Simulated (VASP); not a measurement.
**CdSe (F-43m): a series in biaxial strain in the (001) plane**

How do the elastic response and the band edges of CdSe follow biaxial strain in the (001) plane?

Main program and level: VASP 6.6.1; LDA; plane waves and PAW (Cd, Se); cell typed or built by script, in the first sound run; inputs show where later runs differ.

**1. Set-up**

The structure is cubic, space group F-43m (No. 216). The conventional cell has a = 6.050 Å, b = 6.050 Å, c = 6.050 Å, α = 90.00°, β = 90.00°, γ = 90.00°. Nearest to Cd lie 4 Se at 2.62 Å. Se has 4 Cd at 2.62 Å nearest. Farther neighbours and most contacts between anions are not listed.

Structure file:

```xyz
2
Lattice="0.0000 3.0250 3.0250 3.0250 0.0000 3.0250 3.0250 3.0250 0.0000" Properties=species:S:1:pos:R:3 pbc="T T T"
Cd    0.0000    0.0000    0.0000
Se    1.5125    1.5125    1.5125
```

**2. Relax the crystal, LDA**

The series starts from the cell that this level prefers, so that zero strain is near zero stress.

This step took 2 runs in a row; the last is shown.

Level: LDA; plane waves and PAW (Cd, Se); cell typed or built by script.

File INCAR:

```
SYSTEM = CdSe
PREC = Accurate
ENCUT = 450
EDIFF = 1E-07
NELM = 120
ISMEAR = 0
SIGMA = 0.02
LREAL = .FALSE.
ALGO = Normal
GGA = CA
NBANDS = 15
LASPH = .TRUE.
LORBIT = 11
LWAVE = .FALSE.
LCHARG = .FALSE.
KPAR = 12
IBRION = 2
NSW = 40
ISIF = 3
EDIFFG = -0.005
POTIM = 0.4
```

File POSCAR:

```
CdSe
1.0
    0.0000000000      3.0102352756      3.0102352756
    3.0102352756      0.0000000000      3.0102352756
    3.0102352756      3.0102352756      0.0000000000
Cd Se
1 1
Direct
    0.0000000000      0.0000000000      0.0000000000
    0.2500000000      0.2500000000      0.2500000000
```

File KPOINTS:

```
Automatic mesh
0
Gamma
9 9 9
0 0 0
```

The projector-augmented-wave data sets are Cd and Se (LDA family, release 64).

Launch:

```
> mpirun -np 12 vasp_std
```

Log:

```text
[banner, memory and clock lines left out]
running   12 mpi-ranks, on    1 nodes
[...]
|                                                                             |
|           W    W    AA    RRRRR   N    N  II  N    N   GGGG   !!!           |
|           W    W   A  A   R    R  NN   N  II  NN   N  G    G  !!!           |
|           W    W  A    A  R    R  N N  N  II  N N  N  G       !!!           |
|           W WW W  AAAAAA  RRRRR   N  N N  II  N  N N  G  GGG   !            |
|           WW  WW  A    A  R   R   N   NN  II  N   NN  G    G                |
|           W    W  A    A  R    R  N    N  II  N    N   GGGG   !!!           |
|                                                                             |
|     For optimal performance we recommend to set                             |
|       NCORE = 2 up to number-of-cores-per-socket                            |
|     NCORE specifies how many cores store one orbital (NPAR=cpu/NCORE).      |
|     This setting can greatly improve the performance of VASP for DFT.       |
[...]
|     Unfortunately you need to use the default for GW and RPA                |
|     calculations (for HF NCORE is supported but not extensively tested      |
|     yet).                                                                   |
|                                                                             |

 LDA part: xc-table for (Slater(with rela. corr.)+CA(PZ))
 , standard interpolation
 POSCAR, INCAR and KPOINTS ok, starting setup
[...]
entering main loop
       N       E                     dE             d eps       ncg     rms          rms(c)
DAV:   1     0.101608436601E+03    0.10161E+03   -0.81555E+03  1058   0.960E+02
DAV:   2    -0.319394261818E+01   -0.10480E+03   -0.98807E+02  1239   0.254E+02
DAV:   3    -0.711613717191E+01   -0.39222E+01   -0.39144E+01  1309   0.512E+01
DAV:   4    -0.713291401478E+01   -0.16777E-01   -0.16776E-01  1267   0.333E+00
[...]
DAV:  11    -0.676197850731E+01   -0.45949E-05   -0.17463E-05  1113   0.373E-02    0.124E-02
DAV:  12    -0.676197807916E+01    0.42816E-06   -0.17261E-06  1344   0.198E-02    0.468E-03
DAV:  13    -0.676197812872E+01   -0.49560E-07   -0.21885E-07  1127   0.299E-03
   1 F= -.67619781E+01 E0= -.67619781E+01  d E =-.676198E+01
[...]
reached required accuracy - stopping structural energy minimisation
```

The job ended after 4.8 s (12 MPI ranks of AMD EPYC 7R43, shared host; peak memory 1.6 GiB; 49 s of CPU time).

The logs omit lines about the potential files and the build; timing stands in the text.

From OUTCAR (step 2):

```text
  Total       -0.0057860     -0.0057860     -0.0057860     -0.0000000     -0.0000000     -0.0000000
  in kB       -0.1699248     -0.1699248     -0.1699248     -0.0000000     -0.0000000     -0.0000000
  external PRESSURE =      -0.1699248 kB  Pullay stress =       0.0000000 kB

 POSITION                                       TOTAL-FORCE (eV/Angst)
 -----------------------------------------------------------------------------------
      0.00000      0.00000      0.00000         0.000000      0.000000      0.000000
      1.50512      1.50512      1.50512        -0.000000     -0.000000     -0.000000
 -----------------------------------------------------------------------------------
    total drift:                               -0.000000     -0.000000     -0.000000

  FREE ENERGIE OF THE ION-ELECTRON SYSTEM (eV)
  ---------------------------------------------------
  free  energy   TOTEN  =        -6.7619781287 eV

  energy  without entropy=       -6.7619781287  energy(sigma->0) =       -6.76197813

 reached required accuracy - stopping structural energy minimisation

[... 3 further parts left out ...]
[key lines of the parts left out:]
E-fermi :   1.2255
```

Numbers from this step:

| Item | Value |
| --- | --- |
| energy(sigma→0) of the program | -6.7620 eV |
| stress, compression positive | xx, yy, zz -0.02, -0.02, -0.02 GPa |
| volume | 54.555 Å³ |
| ionic steps | 1 |

**3. Strain along the normal, LDA**

One member in full: the plane is strained by -1 %, and the strain along the normal is moved by secant steps until the normal stress is under 0.012 GPa or five steps are spent; the atoms relax at each step.

This step took 3 runs, each at a new trial strain with the atoms of the one before; the last is shown.

Level: LDA; plane waves and PAW (Cd, Se); cell typed or built by script.

Edit INCAR of step 2 so:

```diff
@@ -15,7 +15,7 @@
 LCHARG = .FALSE.
-KPAR = 12
-IBRION = 2
-NSW = 40
-ISIF = 3
-EDIFFG = -0.005
-POTIM = 0.4
+KPAR = 3
+IBRION = 1
+NSW = 25
+ISIF = 2
+EDIFFG = -0.004
+POTIM = 0.3
```

File POSCAR:

```
CdSe
1.0
    0.0000000000      2.9801329230      3.0535482200
    2.9801329230      0.0000000000      3.0535482200
    2.9801329230      2.9801329230      0.0000000000
Cd Se
1 1
Direct
    0.0000000000      0.0000000000      0.0000000000
    0.2500000000      0.2500000000      0.2500000000
```

KPOINTS is that of step 2.

Launch:

```
> mpirun -np 3 vasp_std
```

Log:

```text
[banner, memory and clock lines left out]
running    3 mpi-ranks, on    1 nodes
[...]
LDA part: xc-table for (Slater(with rela. corr.)+CA(PZ))
 , standard interpolation
 POSCAR, INCAR and KPOINTS ok, starting setup
[...]
entering main loop
       N       E                     dE             d eps       ncg     rms          rms(c)
DAV:   1     0.100994054164E+03    0.10099E+03   -0.81960E+03  2298   0.960E+02
DAV:   2    -0.323784242908E+01   -0.10423E+03   -0.99391E+02  2677   0.254E+02
DAV:   3    -0.711454022425E+01   -0.38767E+01   -0.38691E+01  2635   0.510E+01
DAV:   4    -0.713132524369E+01   -0.16785E-01   -0.16784E-01  2817   0.334E+00
[...]
DAV:  11    -0.676014339800E+01   -0.45551E-05   -0.17715E-05  2586   0.377E-02    0.121E-02
DAV:  12    -0.676014295578E+01    0.44222E-06   -0.18392E-06  2775   0.205E-02    0.462E-03
DAV:  13    -0.676014300374E+01   -0.47959E-07   -0.21432E-07  2600   0.298E-03
   1 F= -.67601430E+01 E0= -.67601430E+01  d E =-.676014E+01
 BRION: g(F)=  0.105E-45 g(S)=  0.000E+00
 reached required accuracy - stopping structural energy minimisation
```

It took 22 s on 3 MPI ranks; peak memory 0.41 GiB; 63 s of CPU time.

OUTCAR, selected parts (step 3):

```text
  Total        0.1576754      0.1576754     -0.0002740      0.0000000      0.0000000     -0.0000000
  in kB        4.6576683      4.6576683     -0.0080952      0.0000000      0.0000000     -0.0000000
  external PRESSURE =       3.1024138 kB  Pullay stress =       0.0000000 kB

 POSITION                                       TOTAL-FORCE (eV/Angst)
 -----------------------------------------------------------------------------------
      0.00000      0.00000      0.00000        -0.000000     -0.000000     -0.000000
      1.49007      1.49007      1.52677         0.000000      0.000000      0.000000
 -----------------------------------------------------------------------------------
    total drift:                               -0.000000     -0.000000     -0.000000

  FREE ENERGIE OF THE ION-ELECTRON SYSTEM (eV)
  ---------------------------------------------------
  free  energy   TOTEN  =        -6.7601430037 eV

  energy  without entropy=       -6.7601430037  energy(sigma->0) =       -6.76014300

[... 1 part as in an earlier step ...]

[... 3 further parts left out ...]
[key lines of the parts left out:]
E-fermi :   1.2875
```

This run gave:

```
energy(sigma→0) of the program : -6.7601 eV
stress, compression positive   : xx, yy, zz 0.47, 0.47, 0.00 GPa
ionic steps                    : 1
```

**4. Band edges, r2SCAN with spin-orbit coupling**

Short lines in KPOINTS_OPT sample the zone centre along and across the normal of the plane, for masses, and the other valleys.

Level: r2SCAN, spin-orbit coupling; plane waves and PAW (Cd, Se); cell typed or built by script.

File INCAR:

```
SYSTEM = CdSe
PREC = Accurate
ENCUT = 450
EDIFF = 1E-06
NELM = 100
ISMEAR = 0
SIGMA = 0.02
LREAL = .FALSE.
ALGO = Normal
METAGGA = R2SCAN
LASPH = .TRUE.
LNONCOLLINEAR = .TRUE.
MAGMOM = 0 0 0 0 0 0
NBANDS = 28
GGA_COMPAT = .FALSE.
LSORBIT = .TRUE.
LWAVE = .FALSE.
LCHARG = .FALSE.
KPAR = 3
```

POSCAR is that of step 3.

File KPOINTS:

```
Automatic mesh
0
Gamma
7 7 7
0 0 0
```

File KPOINTS_OPT:

```
Line mode
6
Line-mode
Reciprocal
  0.00000000   0.00000000   0.00000000
  0.02429936   0.02429936   0.00000000

  0.00000000   0.00000000   0.00000000
  0.00000000  -0.02371514  -0.02371514

  0.31000000   0.31000000   0.00000000
  0.50000000   0.50000000   0.00000000

  0.00000000   0.31000000   0.31000000
  0.00000000   0.50000000   0.50000000

  0.45000000   0.45000000   0.45000000
  0.50000000   0.50000000   0.50000000

  0.45000000   0.00000000   0.00000000
  0.50000000   0.00000000   0.00000000

  0.42500000   0.42500000   0.00000000
  0.42500000   0.44871514   0.02371514

  0.50000000   0.50000000   0.50000000
  0.48323086   0.51676914   0.50000000
```

Launch:

```
> mpirun -np 3 vasp_ncl
```

Log:

```text
[banner, memory and clock lines left out]
running    3 mpi-ranks, on    1 nodes
[...]
|                                                                             |
|               ----> ADVICE to this user running VASP <----                  |
|                                                                             |
|     You enforced a specific xc type in the INCAR file but a different       |
|     [... a line on the potential file left out ...]
|     I HOPE YOU KNOW WHAT YOU ARE DOING!                                     |
|                                                                             |

 LDA part: xc-table for (None), standard interpolation
 POSCAR, INCAR and KPOINTS ok, starting setup
[...]
entering main loop
       N       E                     dE             d eps       ncg     rms          rms(c)
DAV:   1    -0.401291155829E+03   -0.40129E+03   -0.81498E+03  3280   0.106E+03
DAV:   2    -0.519542960766E+03   -0.11825E+03   -0.11385E+03  3536   0.292E+02
DAV:   3    -0.525630661888E+03   -0.60877E+01   -0.60477E+01  3812   0.680E+01
DAV:   4    -0.525674289490E+03   -0.43628E-01   -0.43605E-01  3488   0.552E+00
[...]
DAV:  12    -0.520872903625E+03    0.35847E-04   -0.82148E-05  3472   0.134E-01    0.479E-02
DAV:  13    -0.520872900205E+03    0.34206E-05   -0.34389E-05  3428   0.678E-02    0.168E-02
DAV:  14    -0.520872900497E+03   -0.29271E-06   -0.19364E-06  3188   0.141E-02
   1 F= -.52087290E+03 E0= -.52087290E+03  d E =-.151319E-31  mag=    -0.0000     0.0000     0.0000
 Start KPOINTS_OPT (optional k-point list driver)
k-point batch [1-48\48]
       N       E                     dE             ncg
DAV:   1     0.144127378039E+04   -0.15506E+05     2744
DAV:   2    -0.429064677161E+04   -0.57319E+04     2984
DAV:   3    -0.457064474558E+04   -0.28000E+03     3144
DAV:   4    -0.457268317875E+04   -0.20384E+01     2996
DAV:   5    -0.457269702171E+04   -0.13843E-01     2908
DAV:   6    -0.457269721342E+04   -0.19171E-03     3024
DAV:   7    -0.457269721719E+04   -0.37688E-05     2592
DAV:   8    -0.457269721733E+04   -0.13765E-06     2008
```

It took 10 min on 3 MPI ranks; peak memory 1.2 GiB; 30 min of CPU time.

Parts of OUTCAR (step 4):

```text
  LATTYP: Found a body centered tetragonal cell.
 ALAT       =     4.2145443974
 C/A-ratio  =     1.4490525818

 Subroutine GETGRP returns: Found  8 space group operations
 (whereof  8 operations were pure point group operations)

The static configuration has the point symmetry D_2d.

 Found     58 irreducible k-points:

   k-points           NKPTS =     58   k-points in BZ     NKDIM =     58   number of bands    NBANDS=     28

   dimension x,y,z NGX =    30 NGY =   30 NGZ =   30
   dimension x,y,z NGXF=    60 NGYF=   60 NGZF=   60

   ENCUT  =  450.0 eV  33.07 Ry    5.75 a.u.   7.38  7.38  7.29*2*pi/ulx,y,z

   NELECT =      18.0000    total number of electrons

 E-fermi :   1.4167

 k-point     1 :       0.0000    0.0000    0.0000
  band No.  band energies     occupation
    ...
     14       0.8686      1.00000
     15       1.2076      1.00000
     16       1.2076      1.00000
     17       1.2580      1.00000
     18       1.2580      1.00000
     19       2.2784      0.00000
     20       2.2784      0.00000
     21       7.3255      0.00000
     22       7.3255      0.00000
     23       7.7286      0.00000
    ...

 k-point     2 :       0.1429    0.0000    0.0000
  band No.  band energies     occupation
    ...
     14      -0.2815      1.00000
     15       0.8220      1.00000
     16       0.8276      1.00000
     17       1.0507      1.00000
     18       1.0743      1.00000
     19       3.3575      0.00000
     20       3.3585      0.00000
     21       7.2660      0.00000
     22       7.3148      0.00000
     23       7.7535      0.00000
    ...

  Total        1.2829609      1.2829609      1.1658861      0.0000000      0.0000000      0.0000000
  in kB       37.8981450     37.8981450     34.4398044      0.0000000      0.0000000      0.0000000
  external PRESSURE =      36.7453648 kB  Pullay stress =       0.0000000 kB

 POSITION                                       TOTAL-FORCE (eV/Angst)
 -----------------------------------------------------------------------------------
      0.00000      0.00000      0.00000         0.000000      0.000000      0.000000
      1.49007      1.49007      1.52677        -0.000000     -0.000000     -0.000000
 -----------------------------------------------------------------------------------
    total drift:                               -0.000001     -0.000001     -0.000000

  FREE ENERGIE OF THE ION-ELECTRON SYSTEM (eV)
  ---------------------------------------------------
  free  energy   TOTEN  =      -520.8729004974 eV

  energy  without entropy=     -520.8729004974  energy(sigma->0) =     -520.87290050

 Spin-Orbit-Coupling matrix elements
 Ion:    1  E_soc:     -0.0584747
 Ion:    2  E_soc:     -0.0382286

[... 1 part as in an earlier step ...]

[... 7 further parts left out ...]
```

This run gave:

| Item | Value |
| --- | --- |
| energy(sigma→0) of the program | -520.8729 eV |
| stress, compression positive | xx, yy, zz 3.79, 3.79, 3.44 GPa |

The run ends at a pressure of 3.67 GPa.

**5. All members**

Runs beyond LDA use the data sets made with LDA; this shifts their levels slightly, and their total energies have another zero (at TB-mBJ, which has no energy functional, they mean nothing).

The other members went through these steps as far as the tables show, with the same cutoff and, step by step, the same mesh; 40 runs are not shown, of which 2 ended short or failed. The session took 13 core hours (wall time by ranks) on a shared machine.

```tsv
in-plane strain (%)	strain along the normal (%)	in-plane stress, tension positive (GPa)	energy above the unstrained row (meV/atom)	gap on the mesh, LDA (eV)
-2.000	2.877	-0.960	3.486	0.387
-1.500	2.159	-0.710	1.984	0.398
-1.000	1.439	-0.466	0.917	0.408
-0.500	0.711	-0.228	0.250	0.418
0	-0.026	0.003	0.000	0.425
0.500	-0.783	0.222	0.151	0.394
1.000	-1.528	0.444	0.670	0.363
1.500	-2.265	0.668	1.556	0.333
2.000	-3.047	0.868	2.805	0.304
```

Slopes at zero strain, from cubics through all rows: strain ratio -1.481, stress over strain 46 GPa. For a cubic crystal strained in (001) the ratio is −2C₁₂/C₁₁.

Band edges at TB-mBJ with spin-orbit coupling, counted from the valence-band top at Γ, spin-orbit pairs averaged, with one row partly withheld:

```tsv
in-plane strain (%)	gap (eV)	conduction band at Γ (eV)	Δ or X valley along z (eV)	Δ or X valley along x (eV)	lowest conduction level at L, [111] (eV)	lowest conduction level at L, [-111] (eV)	second valence level below the top (eV)	third valence level below the top (eV)
-2.000	1.868	1.868	4.028	3.854	3.382	3.382	0.087	0.409
-0.500	1.898	1.898	3.995	3.954	3.434	3.434	0.023	0.350
0	1.906	1.906	3.985	3.986	3.445	3.445	0.001	0.337
0.500	1.888	1.888	3.950	3.992	3.428	3.428	0.025	0.351
1.000	1.868	1.869	3.917	3.998	3.408	3.408	0.050	0.367
1.500	?	?	3.886	4.005	3.386	3.386	0.074	0.384
2.000	1.828	1.829	3.856	4.011	3.362	3.362	0.099	0.403
```

Conduction masses, in electron masses:

```tsv
in-plane strain (%)	conduction mass at Γ, along the strain axis or the normal of the plane	conduction mass at Γ, across the strain axis or in the plane
-2.000	0.168	0.169
-0.500	0.169	0.169
0	0.170	0.170
0.500	0.168	0.169
1.000	0.169	0.169
1.500	0.169	0.169
2.000	0.169	0.168
```

Band edges at r2SCAN with spin-orbit coupling, counted from the valence-band top at Γ, spin-orbit pairs averaged:

```tsv
in-plane strain (%)	gap (eV)	conduction band at Γ (eV)	Δ or X valley along z (eV)	Δ or X valley along x (eV)	lowest conduction level at L, [111] (eV)	lowest conduction level at L, [-111] (eV)	second valence level below the top (eV)	third valence level below the top (eV)
-2.000	1.001	1.001	3.348	3.154	2.727	2.727	0.095	0.437
-1.500	1.011	1.011	3.332	3.188	2.748	2.748	0.073	0.411
-1.000	1.020	1.020	3.316	3.222	2.766	2.766	0.051	0.389
-0.500	1.029	1.029	3.302	3.256	2.780	2.780	0.026	0.372
0	1.036	1.036	3.288	3.289	2.791	2.791	0.001	0.357
0.500	1.016	1.016	3.248	3.295	2.772	2.772	0.028	0.373
1.000	0.996	0.996	3.210	3.302	2.750	2.750	0.055	0.390
1.500	0.974	0.974	3.175	3.308	2.725	2.725	0.082	0.409
2.000	0.952	0.952	3.139	3.315	2.698	2.698	0.109	0.430
```

Conduction masses, in electron masses:

```tsv
in-plane strain (%)	conduction mass at Γ, along the strain axis or the normal of the plane	conduction mass at Γ, across the strain axis or in the plane
-2.000	0.100	0.095
-1.500	0.100	0.095
-1.000	0.098	0.095
-0.500	0.097	0.096
0	0.096	0.096
0.500	0.095	0.097
1.000	0.094	0.096
1.500	0.092	0.096
2.000	0.091	0.096
```

**6. Fit and prediction**

The quantity to fit is the conduction level at Γ above the mean of the three top valence levels at TB-mBJ with spin-orbit coupling: 2.034, 2.023, 2.018, 2.013, 2.007, 1.996 eV in the rows shown.

A least-squares parabola through the 6 rows shown, with e the strain in %: E = − 8.17e-4 e² − 0.009430 e + 2.018 (eV), r.m.s. residual 2.6e-4 eV.

For the withheld row, e = 1.5, the fit gives 2.0022 eV.

**7. Prediction against calculation**

The calculation gives 2.0014 eV, so the prediction is 0.0008 eV too high, more than twice the residual of the fit.

**8. Outcome**

| Property | Result |
| --- | --- |
| ratio of normal to in-plane strain | -1.481 |
| biaxial modulus | 46 GPa |
| gap of the unstrained cell, TB-mBJ with spin-orbit coupling | 1.91 eV |
| gap of the unstrained cell, r2SCAN with spin-orbit coupling | 1.04 eV |
| slope at zero strain of the conduction level at Γ above the mean of the three top valence levels, TB-mBJ with spin-orbit coupling | -9 meV per % |
| error of the predicted row | 0.8 meV |

**Reading.** As a check, the curvature of the energy gives 46 GPa for the same modulus (energy per volume = M × strain²), 1 % from the slope of the stress. At TB-mBJ with spin-orbit coupling the lowest conduction valley is Γ throughout, and the gap runs between 1.83 and 1.91 eV. At r2SCAN with spin-orbit coupling the lowest conduction valley is Γ throughout, and the gap runs between 0.95 and 1.04 eV. Hole masses are left out throughout, since the top bands are degenerate or cross in many series; of conduction masses, those of the Γ, L and (for Si and Ge under (001) strain) Δ valleys are kept where they change by under an eighth between rows. TB-mBJ is a potential fitted for gaps; it has no energy functional, so its total energies and forces mean nothing, and its bands tend to come out too narrow. r2SCAN opens gaps somewhat over GGA but leaves them below measured values as a rule. Δ or X levels are the lowest on their line, refined by a parabola unless they lie at X; the gap is read from all points sampled and can differ from the lowest valley by some meV, or by tens of meV where strain moves the valence top off Γ. Temperature, zero-point motion and excitons are left out.

[Lines on the potential files, build, host, timing and source positions are cut from VASP's logs without a mark.]

[Logs are printed without paths, hosts, clocks, repeated set-up lines and the standing remarks that a program may print on its own settings, such as how far it seeks lower states.]

[Hosts, paths, dates, database ids (printed as entryN), source tags and the programs' standing remarks are cut or masked in the printed files.]

[In band tables of VASP the shares of atoms and orbitals are scaled to a sum of 1 inside the atoms' spheres.]
